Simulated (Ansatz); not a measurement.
Al in its lowest state found on the top face of a (001) slab of Au (P6_3/mmc (No. 194)), 5 planes, outer planes Au (top) and Au (bottom); 1 a cell of 28.78 Å², its atoms last:

```yaml
crystal:
  lattice:
    - [5.76500, 0.00000, 0.00000]
    - [-2.88250, 4.99264, 0.00000]
    - [0.00000, 0.00000, 28.60931]
  atoms:
    - { symbol: Au, position: [0.16667, 0.33333, 0.29711] }
    - { symbol: Au, position: [0.16667, 0.83333, 0.29711] }
    - { symbol: Au, position: [0.66667, 0.33333, 0.29711] }
    - { symbol: Au, position: [0.66667, 0.83333, 0.29711] }
    - { symbol: Au, position: [0.33333, 0.16667, 0.38108] }
    - { symbol: Au, position: [0.33333, 0.66667, 0.38108] }
    - { symbol: Au, position: [0.83333, 0.16667, 0.38108] }
    - { symbol: Au, position: [0.83333, 0.66667, 0.38108] }
    - { symbol: Au, position: [0.16667, 0.33333, 0.46518] }
    - { symbol: Au, position: [0.16616, 0.83308, 0.46476] }
    - { symbol: Au, position: [0.66692, 0.33384, 0.46476] }
    - { symbol: Au, position: [0.66692, 0.83308, 0.46476] }
    - { symbol: Au, position: [0.33312, 0.16688, 0.54842] }
    - { symbol: Au, position: [0.33312, 0.66625, 0.54842] }
    - { symbol: Au, position: [0.83375, 0.16688, 0.54842] }
    - { symbol: Au, position: [0.83333, 0.66667, 0.54868] }
    - { symbol: Au, position: [0.16667, 0.33333, 0.63475] }
    - { symbol: Au, position: [0.17395, 0.83698, 0.63469] }
    - { symbol: Au, position: [0.66302, 0.32605, 0.63469] }
    - { symbol: Au, position: [0.66302, 0.83698, 0.63469] }
    - { symbol: Al, position: [0.83333, 0.66667, 0.70013] }
```

Computed with DFT PBE+D3(BJ), scalar-relativistic, plane waves, PAW (Ansatz 0.2.0). Plane waves to 420 eV, a k mesh through Γ of 6×6×1 on the computed 21-atom cell and Gaussian smearing (0.10 eV); no spin polarisation. A dipole correction removes the field between periodic images along c.

The clean top face has a work function of 5.25 eV. Adsorption changes the slab's dipole along +c by Δp = +0.1518 e·Å a cell (+0.73 D an adsorbate).

Q: What change of work function does the Helmholtz equation give?

A: A sheet of dipoles makes a step in an electron's potential energy of −e·Δp/(ε0·A), and e/ε0 = 180.95 eV·Å for Δp in e·Å: −180.95 × (0.1518)/28.78 = -0.95 eV. This is the change of φ(top) − φ(bottom). If the bottom face is unmoved, φ(top) becomes 4.30 eV.

Q: How does that compare with the calculation?

A: φ(top) changes by -1.02 eV and φ(bottom) by -0.06 eV, so their difference changes by -0.96 eV. The slab is thin enough for the adsorbate to shift the Fermi level against the bottom face too.

Q: What does the sign say about the electrons?

A: The change of dipole points out of the surface, so the work function falls. Electrons move towards the slab, or their spill-out is pushed back. Δp also holds the adsorbate's own dipole and the moves of the surface atoms, so it isn't a charge transfer alone.

Spin-orbit coupling is left out, which matters for the bands of heavy elements.

The reference crystal is a form of Au, which isn't its usual structure.